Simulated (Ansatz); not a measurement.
## CsH: how the free axis answers a strain

CsH, Fm-3m, a = 6.102 Å. Ansatz: LDA, PAW, 420 eV, Γ-centred 6×6×6 mesh on 4 atoms, Gaussian smearing 0.02 eV; no spin polarisation. Series: uniaxial strain along c, with a, b and atoms relaxed; x is the strain in per cent. The axes a, b, c are those of the computed cell (4.315, 4.315, 6.102 Å), along [1 1 0], [-1 1 0], [0 0 1] of the cell named above. y is the change of a in per cent of 4.315 Å.

| x (%) | y (%) |
| --- | --- |
| -6.0 | 0.06 |
| -4.0 | 0.01 |
| -2.0 | -0.02 |
| 0.0 | 0.00 |
| 2.0 | -0.16 |
| 4.0 | ? |
| 6.0 | -0.36 |

Task: Fit y = c1 x + c2 x² to the other rows, say what c1 measures, and predict the missing y.

Result: Least squares on the rows shown. y = −0.03270 x − 0.004671 x². So −c1 = 0.033 is Poisson's ratio for this pair of axes. With a term in x³ added, the coefficient of x becomes -0.02408, 26 % less, which shows how far this figure hangs on the form. At x = 4.0 the fit asked for gives -0.21 %. The run gave -0.25 %, so the fit is 0.04 % too high, within the rms miss on the fitted rows (0.05 %): the form describes this series only roughly.